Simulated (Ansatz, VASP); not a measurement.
## Ni (Ni wire along [110], 4 atoms a period) in two plane-wave programs

One calculation is typed for both programs; each brings its own data sets. How far apart do they land? The structure shown is the start of the Ansatz relaxation below; VASP solves that cell, so the two are compared at the walk's first step.

Program: Ansatz 0.2.0. Level of theory: plane waves, with VASP 6.6.1 beside it; single point at PBE. Results are calculated unless marked as measured.

### 1. Starting point

The cell holds 4 atoms: 4 Ni. Its edges and angles: a = 8.560 Å, b = 10.534 Å, c = 2.489 Å, α = 90.0°, β = 90.0°, γ = 90.0°. Vacuum lies along a and b. The structure's axis is c.

### 2. Ansatz: relaxation, PBE

Ansatz runs on its default PAW (the set named soft_2) files.

The two programs are compared at the cell with which this relaxation starts, whose forces are those of its first step.

Input file input.yaml:

```yaml
crystal:
  lattice:
    - [8.56, 0.0, 0.0]
    - [0.0, 10.534, 0.0]
    - [0.0, 0.0, 2.4890158698]
  atoms:
    - { symbol: Ni, position: [0.397196262, 0.677190412, 0.0], spin: 0.8 }
    - { symbol: Ni, position: [0.397196262, 0.440906392, 0.0], spin: 0.8 }
    - { symbol: Ni, position: [0.602803738, 0.322764382, 0.5], spin: 0.8 }
    - { symbol: Ni, position: [0.602803738, 0.559048402, 0.5], spin: 0.8 }
magnetization:
  spin_polarized: true
kpoints:
  mp_grid: { grid: [1, 1, 33] }
scf:
  occupations: { method: fermi_dirac, width: 0.05 }
hamiltonian:
  xc: pbe
relax:
  cell: { fix: [a, b, alpha, beta, gamma] }
  max_steps: 60
```

The run is started by

```sh
$ ansatz run input.yaml --threads 8 --pin off --max-ram 16384MiB --backend cpu --events-out ev --progress --plain --runs-dir out
```

Numbers of over 12 decimals in the logs are rounded to 6 here.

Output:

```text
Engine: ansatz 0.2.0, x86_64-unknown-linux-gnu
Pseudopotentials: kind: paw
Pseudopotential: Ni, paw, valence charge 18, recommended cutoff 420 eV (normal), Ni.paw.azcp
Functional definition: PBE
  parameter kappa = 0.804
  parameter beta = 0.066725
  exchange = pbe_x(kappa = kappa, mu = beta*pi^2/3)
  correlation = pbe_c(beta = beta)
Crystal: 4 atoms, lattice volume = 224.437 Å³
Basis set: ecut = 420 eV, 4363 PW (Γ), exchange–correlation on 120×144×36 points (8 copies of the dense FFT grid, shifted against one another)
Bands: 46, of which v1, the nominal top of the filled ones, is band 36 counted from 1 (35 counted from 0)
Symmetry: 4 space group operations
Space group: P21/m (ITA 11), of the structure as read, at distance tolerance 6.1e-5 Å
Magnetic group: BNS 11.50 (UNI 57), of the structure as read, at distance tolerance 6.1e-5 Å
k-points: 17 of 33
Non-local potential: Ni, projectors of the file, l = 0: 3, l = 1: 2, l = 2: 3, l = 3: 1
PAW form: soft (Blöchl's): semilocal exchange-correlation on the pseudo side does not see the compensation charge
PAW one-centre angular grid: Ni, 590 points (default); XC on 64 Gauss nodes
Initial density: superposition of atomic densities (neutral atoms: chi_scale 0, normalization atom)
Starting moments: Σ|m| = 3.2 μB on 4 of 4 sites
Initial wavefunctions: pseudopotential atomic-orbital guess
Functional: x = pbe(κ = 0.804, μ = 0.219515), c = pbe(β = 0.066725)
SCF iter   1: F=—  HF=-23348.121604 eV  |F-HF|=—  |Δ(HF+E_count)|=         —  Δρ=3.08e-2 (↑3.08e-2 ↓1.65e-2)  dr2=7.74e0  dr2_m=2.68e-1  M=3.464 μB ∫|m|=3.585 μB  β_m=0.30  ethr=3.10e-3  ⟨swp⟩=8.5  Hψ=7095  notcnv=0  defer=14
Mixer restart at iter 1: flushing history
preconditioner: auto → LDOS  [metal: Δε(μ)=0.008 eV  Ē_g=5.461 eV  σ=0.050 eV  W_gap=0.04  n_scr=32 (ndim 8)  ℏωp=15.7 eV  f_vac=0.623  D(μ)=13.93/eV (n_scr^D=148)]
spin=Collinear: LDOS preconditioning applied to the charge; magnetization (m = ρ↑ − ρ↓) channel mixes plain (no charge-response kernel on spin).
SCF iter   2: F=—  HF=-23349.631511 eV  |F-HF|=—  |Δ(HF+E_count)|=    1.51e0  Δρ=1.99e-2 (↑1.99e-2 ↓9.22e-3)  dr2=2.04e0  dr2_m=1.93e-1  M=3.523 μB ∫|m|=3.697 μB  β_m=0.45  ethr=3.10e-3  ⟨swp⟩=3.0  Hψ=2812  notcnv=0  defer=72
SCF iter   3: F=—  HF=-23352.128834 eV  |F-HF|=—  |Δ(HF+E_count)|=    2.50e0  Δρ=6.02e-3 (↑6.02e-3 ↓5.09e-3)  dr2=1.14e-1  dr2_m=3.75e-2  M=3.508 μB ∫|m|=3.793 μB  β_m=0.64  ethr=2.84e-3  ⟨swp⟩=3.0  Hψ=2607  notcnv=0  defer=72
SCF iter   4: F=—  HF=-23352.810802 eV  |F-HF|=—  |Δ(HF+E_count)|=         —  Δρ=5.48e-3 (↑1.21e-3 ↓5.48e-3)  dr2=8.02e-2  dr2_m=1.31e-2  M=3.318 μB ∫|m|=3.675 μB  β_m=0.64  ethr=1.58e-4  ⟨swp⟩=3.2  Hψ=2827  notcnv=0  defer=67
SCF iter   5: F=—  HF=-23352.877798 eV  |F-HF|=—  |Δ(HF+E_count)|=   6.70e-2  Δρ=1.95e-3 (↑1.95e-3 ↓1.88e-3)  dr2=3.92e-3  dr2_m=6.40e-3  M=3.286 μB ∫|m|=3.662 μB  β_m=0.79  ethr=1.11e-4  ⟨swp⟩=2.8  Hψ=2596  notcnv=0  defer=68
SCF iter   6: F=—  HF=-23352.880862 eV  |F-HF|=—  |Δ(HF+E_count)|=   3.06e-3  Δρ=2.35e-3 (↑1.23e-3 ↓2.35e-3)  dr2=1.64e-2  dr2_m=1.02e-3  M=3.265 μB ∫|m|=3.632 μB  β_m=0.79  ethr=5.44e-6  ⟨swp⟩=2.1  Hψ=3086  notcnv=0  defer=68
SCF iter   7: F=—  HF=-23352.881014 eV  |F-HF|=—  |Δ(HF+E_count)|=   1.52e-4  Δρ=1.25e-3 (↑7.84e-4 ↓1.25e-3)  dr2=5.12e-3  dr2_m=2.26e-4  M=3.279 μB ∫|m|=3.650 μB  β_m=0.63  ethr=5.44e-6  ⟨swp⟩=2.1  Hψ=3198  notcnv=0  defer=70
SCF iter   8: F=—  HF=-23352.879635 eV  |F-HF|=—  |Δ(HF+E_count)|=   1.38e-3  Δρ=3.21e-4 (↑1.32e-4 ↓3.21e-4)  dr2=1.82e-4  dr2_m=3.66e-5  M=3.273 μB ∫|m|=3.643 μB  β_m=0.82  ethr=5.44e-6  ⟨swp⟩=2.0  Hψ=2469  notcnv=0  defer=70
SCF iter   9: F=—  HF=-23352.879629 eV  |F-HF|=—  |Δ(HF+E_count)|=   5.47e-6  Δρ=1.26e-4 (↑9.38e-5 ↓1.26e-4)  dr2=5.18e-5  dr2_m=8.40e-6  M=3.271 μB ∫|m|=3.640 μB  β_m=0.85  ethr=2.53e-7  ⟨swp⟩=2.0  Hψ=2214  notcnv=0  defer=70
[...]
SCF 6 converged in 15 iterations: F = -23353.285353 eV  dr2 = 2.01e-11
relax step   6: F+E_penalty+E_count = -23353.28535286 eV  Δ(F+E_penalty+E_count) = -8.001e-4 eV  max|allowed force component| = 3.378e-3 eV/Å  Δτ_max = 0.0174 Å  P = +0.036 GPa  Ω = 210.901 Å³  energy of the carried Pulay correction = +1.074e-3 eV  fix = [a, b, alpha, beta, gamma]  reactions: a +0.062, b +0.051 GPa; gamma -0.001 GPa/rad  (15 SCF iters, accepted)
Basis set: ecut = 420 eV, 4089 PW (Γ), exchange–correlation on 120×144×32 points (8 copies of the dense FFT grid, shifted against one another)
Initial wavefunctions: pseudopotential atomic-orbital guess (no wavefunctions were taken with the density)
[...]
eigensolver tolerance schedule: the retry pair's looser diagonalisation over-reported the residual by 49.87 of it (diagonalisation noise at 0.12 of the residual, at the tolerance the schedule requests for it); recorded, not acted on — ethr = c·dr2/N_el stays at c = 1.0e-1
preconditioner: auto → LDOS  [metal: Δε(μ)=0.007 eV  Ē_g=5.754 eV  σ=0.050 eV  W_gap=0.04  n_scr=16 (ndim 8)  ℏωp=16.2 eV  f_vac=0.667  D(μ)=9.05/eV (n_scr^D=60)]
spin=Collinear: LDOS preconditioning applied to the charge; magnetization (m = ρ↑ − ρ↓) channel mixes plain (no charge-response kernel on spin).
SCF iter   2: F=—  HF=-23353.283272 eV  |F-HF|=—  |Δ(HF+E_count)|=   9.64e-6  Δρ=6.99e-5 (↑6.99e-5 ↓6.72e-5)  dr2=3.58e-5  dr2_m=8.40e-8  M=3.131 μB ∫|m|=3.497 μB  β_m=0.56  ethr=1.30e-7  ⟨swp⟩=2.2  Hψ=2187  notcnv=0
SCF iter   3: F=—  HF=-23353.283269 eV  |F-HF|=—  |Δ(HF+E_count)|=   3.03e-6  Δρ=4.46e-5 (↑3.20e-5 ↓4.46e-5)  dr2=2.13e-6  dr2_m=2.18e-6  M=3.130 μB ∫|m|=3.495 μB  β_m=0.72  ethr=4.97e-8  ⟨swp⟩=1.0  Hψ=1564  notcnv=0
SCF iter   4: F=—  HF=-23353.283274 eV  |F-HF|=—  |Δ(HF+E_count)|=   4.70e-6  Δρ=4.84e-5 (↑4.84e-5 ↓2.63e-5)  dr2=7.04e-6  dr2_m=3.36e-7  M=3.130 μB ∫|m|=3.495 μB  β_m=0.72  ethr=2.96e-9  ⟨swp⟩=2.3  Hψ=2899  notcnv=0
SCF iter   5: F=—  HF=-23353.283272 eV  |F-HF|=—  |Δ(HF+E_count)|=   1.57e-6  Δρ=1.01e-5 (↑4.97e-6 ↓1.01e-5)  dr2=6.26e-7  dr2_m=5.76e-8  M=3.129 μB ∫|m|=3.494 μB  β_m=0.61  ethr=2.96e-9  ⟨swp⟩=2.4  Hψ=2746  notcnv=0
SCF iter   6: F=—  HF=-23353.283272 eV  |F-HF|=—  |Δ(HF+E_count)|=   1.24e-7  Δρ=4.25e-6 (↑1.64e-6 ↓4.25e-6)  dr2=3.34e-8  dr2_m=7.97e-9  M=3.129 μB ∫|m|=3.494 μB  β_m=0.60  ethr=8.70e-10  ⟨swp⟩=2.0  Hψ=2233  notcnv=0
SCF iter   7: F=—  HF=-23353.283272 eV  |F-HF|=—  |Δ(HF+E_count)|=   1.26e-9  Δρ=1.64e-6 (↑7.01e-7 ↓1.64e-6)  dr2=2.68e-9  dr2_m=1.79e-9  M=3.129 μB ∫|m|=3.494 μB  β_m=0.72  ethr=4.63e-11  ⟨swp⟩=2.1  Hψ=2247  notcnv=0
SCF iter   8: F=—  HF=-23353.283272 eV  |F-HF|=—  |Δ(HF+E_count)|=   4.17e-8  Δρ=8.02e-7 (↑3.30e-7 ↓8.02e-7)  dr2=5.84e-10  dr2_m=3.71e-10  M=3.129 μB ∫|m|=3.494 μB  β_m=0.85  ethr=3.72e-12  ⟨swp⟩=2.6  Hψ=3023  notcnv=0
SCF iter   9: F=—  HF=-23353.283272 eV  |F-HF|=—  |Δ(HF+E_count)|=  6.51e-10  Δρ=2.89e-7 (↑2.58e-7 ↓2.89e-7)  dr2=2.37e-10  dr2_m=5.28e-11  M=3.129 μB ∫|m|=3.494 μB  β_m=0.80  ethr=1.00e-12  ⟨swp⟩=2.3  Hψ=2859  notcnv=0
SCF iter  10: F=—  HF=-23353.283272 eV  |F-HF|=—  |Δ(HF+E_count)|=  7.28e-12  Δρ=1.53e-7 (↑6.29e-8 ↓1.53e-7)  dr2=2.08e-11  dr2_m=1.52e-11  M=3.129 μB ∫|m|=3.494 μB  β_m=0.90  ethr=1.00e-12  ⟨swp⟩=2.1  Hψ=2131  notcnv=0
SCF iter  11: F=-23353.283272 eV  HF=-23353.283272 eV  |F-HF|=4.37e-11  |Δ(HF+E_count)|=  4.37e-11  Δρ=1.11e-7 (↑4.79e-8 ↓1.11e-7)  dr2=3.96e-11  dr2_m=3.53e-12  M=3.129 μB ∫|m|=3.494 μB  ethr=1.00e-12  ⟨swp⟩=3.1  Hψ=5724  notcnv=0
SCF 7 converged in 11 iterations: F = -23353.283272 eV  dr2 = 3.96e-11
relax step   7: F+E_penalty+E_count = -23353.28327196 eV  Δ(F+E_penalty+E_count) = +2.081e-3 eV  max|allowed force component| = 3.559e-3 eV/Å  Δτ_max = 0.0000 Å  P = +0.046 GPa  Ω = 210.901 Å³  fix = [a, b, alpha, beta, gamma]  reactions: a +0.066, b +0.057 GPa; gamma +0.000 GPa/rad  stress off target by 1.45e-2 GPa on what of the cell is left free  SCF on the basis re-selected at this cell (its energy is not comparable with the rows above)  (11 SCF iters)
basis re-selected at this cell: Δ(F+E_penalty+E_count) = +2.081e-3 eV, ΔP = +0.010 GPa vs the last step (what re-selecting the basis moved, of the pressure what is left beyond the Pulay correction that the steps carried, after the strain that the cell walked since its last selection, with what the two solves' SCF thresholds leave and, on support functions, any second-order correction that the steps lacked; it is no measure of the basis error at this ecutwfc). The dense FFT grid was sized anew with the basis: this SCF ran on 60×72×16 points, the steps before it on 60×72×18, so part of this shift can come from that change (see relax.cell in the input reference). [rest of the remark cut]
SCF converged after 11 iterations
Magnetization: 3.1290 μB (37.5645 up, 34.4355 down)
Absolute magnetization: 3.4968 μB (∫|ρ↑−ρ↓|, with the PAW one-centre terms)
Spin contamination: 0.0493 ħ² per cell (⟨S²⟩ above its minimum at these occupations)
Per-site moments (μB) at R_I (Å): [(0.813088, 0.951697), (0.801538, 0.951697), (0.813088, 0.951697), (0.801538, 0.951697)]
Free energy (F): -23353.283272 eV
Harris-Foulkes:  -23353.283272 eV  (|F-HF|=4.37e-11)
Internal energy: -23353.210448 eV  (E = F + TS)
E sigma→0 (E₀):  -23353.246860 eV
Entropy (-TS):   -0.072824 eV (-18.206 meV/atom)
Fermi energy:    0.276776 eV
--- Per-component energies (eV) ---
  E_band       = -2397.071210
  E_kinetic    = 1127.410016
  E_local      = -45257.999981  (includes V_loc(G=0)·N_el)
  E_nonlocal   = 2563.119971
  E_hartree    = 20863.877890
  E_xc         = -330.964492
  E_vxc        = -425.907116  (∫ρ·V_xc dr)
  E_paw        = -6535.646422  (= ΣΔE_a)
  E_vpaw       = -2131.451765  (= ΣTr[D̂ρ^β])
  E_aug_tail   = 0.002081  (compensation charges beyond the density's cutoff)
  E_ewald      = 4216.990489
  E_smearing   = -0.072824  (= −TS)
  E_closure    = -0.000000  (closes the sum)
  Σ components = -23353.283272   (vs F -23353.283272, Δ=0.00e0)
--- Forces (eV/Å), atoms counted from 1 ---
  atom   1  Ni    -0.00355912    -0.00090987     0.00000000
  atom   2  Ni    -0.00033033    -0.00079971     0.00000000
  atom   3  Ni     0.00355912     0.00090987     0.00000000
  atom   4  Ni     0.00033033     0.00079971     0.00000000
  max |Σ_I F_I| component: 2.17e-19 eV/Å
--- Stress (GPa, compression-positive) ---
        0.065906      -0.000147       0.000000
       -0.000147       0.057219      -0.000000
        0.000000      -0.000000       0.014490
  P = ⅓ Tr σ = 0.0459 GPa (0.459 kbar)
--- Relaxed structure (6 steps of the walk, 5 accepted, 1 SCFs on fresh bases) ---
  F+E_penalty+E_count = -23353.28327196 eV   max|allowed force component| = 3.559e-3 eV/Å   (the final SCF, on the basis selected at the relaxed cell)
  cell:  # Å, volume = 210.9012 Å³
    - [8.56, 0, 0.0]
    - [0, 10.534, 0.0]
    - [0.0, 0.0, 2.338902]
  atoms:
    - { symbol: Ni, position: [0.399788, 0.662240, 0.0] }
    - { symbol: Ni, position: [0.395407, 0.443250, 0.0] }
    - { symbol: Ni, position: [0.600212, 0.337715, 0.5] }
    - { symbol: Ni, position: [0.604593, 0.556705, 0.5] }
```

[end of part 1 of 2]

[Lines on the potential files, build, host, timing and source positions are cut from VASP's logs without a mark.]

[Logs are printed without paths, hosts, clocks, repeated set-up lines and the standing remarks that a program may print on its own settings, such as how far it seeks lower states.]

[Hosts, paths, dates, database ids (printed as entryN), source tags and the programs' standing remarks are cut or masked in the printed files.]
